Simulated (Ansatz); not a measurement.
The system is Al2O3.

```
Al O
1.0
     4.61378    0.00000    0.00000
     0.00000    9.56328    0.00000
     0.00000    0.00000    3.11986
Al O
4 6
Direct
  0.98298 0.82457 0.00000
  0.01702 0.17543 0.00000
  0.48297 0.67543 0.50000
  0.51702 0.32457 0.50000
  0.50000 0.50000 0.50000
  0.12363 0.75305 0.50000
  0.37637 0.25305 0.00000
  0.62364 0.74695 0.00000
  0.00000 0.00000 0.00000
  0.87636 0.24695 0.50000
```

Measurements of this composition are mostly on another form, of space group No. 167.

```yaml
Program: Ansatz 0.2.0
Task: relaxation of cell and atoms
Functional: PBEsol
Potentials_or_basis: Ansatz PAW
Cutoff: "420 eV (not typed: the program's choice for these potentials)"
k_mesh: 6 × 3 × 9
Occupations: fermi-dirac, width 0.05 eV
Spin: no spin polarisation
```

At the start: volume 13.77 Å³/atom.

Task: Where does the relaxation end?

Result: It ends after 13 steps and the volume is 13.54 Å³/atom (-1.7 %); space group Pnnm (No. 58, to 0.05 Å).

Step by step:
```csv
step,energy change (eV),largest force (eV/Å),volume (Å³)
1,0.0000,0.1729,137.66
2,-0.0719,0.1238,137.05
3,-0.1461,0.1151,136.99
4,-0.1700,0.0687,136.59
5,-0.1812,0.1763,137.19
6,-0.1942,0.0315,135.86
7,-0.1953,0.0135,135.65
8,-0.1963,0.0101,135.44
9,-0.1965,0.0018,135.39
10,-0.1931,0.0023,135.39
11,-0.1933,0.0044,135.36
12,-0.1933,0.0003,135.37
13,-0.1933,0.0003,135.37
```

Final structure:
```
Al O
1.0
     4.66612    0.00000    0.00000
     0.00000    9.66098    0.00000
     0.00000    0.00000    3.00304
Al O
4 6
Direct
  0.07436 0.83008 0.00000
  0.92564 0.16992 0.00000
  0.57436 0.66992 0.50000
  0.42564 0.33008 0.50000
  0.50000 0.50000 0.50000
  0.25333 0.77439 0.50000
  0.24667 0.27439 0.00000
  0.75333 0.72561 0.00000
  0.00000 0.00000 0.00000
  0.74667 0.22561 0.50000
```

Caveat: the plane-wave basis is chosen anew once the cell has moved, so the energies of steps on either side of that aren't comparable; the pressure holds a Pulay correction of +0.6 GPa for the finite cutoff; the PAW data sets come from PBE, with cores solved anew for the run's functional, which leaves a small shift of forces and pressure.
